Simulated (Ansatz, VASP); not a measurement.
ZrS in VASP and in Ansatz

```
Zr S
1.0
    -0.19373    2.58308    2.58308
     2.58308   -0.19373    2.58308
     2.38934    2.38934    0.00000
Zr S
1 1
Direct
  0.00000 0.00000 0.00000
  0.50000 0.50000 0.50000
```

Change from the starting cell: strain -0.1500 x Voigt [0, 0, 0, 0, 0, 1], atoms carried along.

Alike in both runs: task single point; functional PBEsol; k mesh 20 × 20 × 20; occupations gaussian, width 0.15 eV; no spin polarisation.

|  | VASP | Ansatz |
| --- | --- | --- |
| version | VASP 6.6.1 | Ansatz 0.2.0 |
| potentials or method | VASP PAW PBE potentials, release 64 (Zr_sv, S) | scalar-relativistic, plane waves, PAW |
| plane-wave cutoff (eV) | 520 | 420 |
| valence electrons in the cell | 18 | 18 |

```tsv
	VASP	Ansatz	Ansatz less VASP
gap on the k mesh at the Fermi level (eV)	none	none	-
pressure (GPa)	1.3	1.0	-0.24
largest component of the traceless stress (GPa)	3.39	3.48	+0.092
```

A gap of «none» marks a metal or a gap that the smearing closes. The functional is the same, so the differences come from potentials, cutoffs and numerics.

Caveats: the PAW data sets were made with another functional, which shifts forces and pressure a little (VASP).
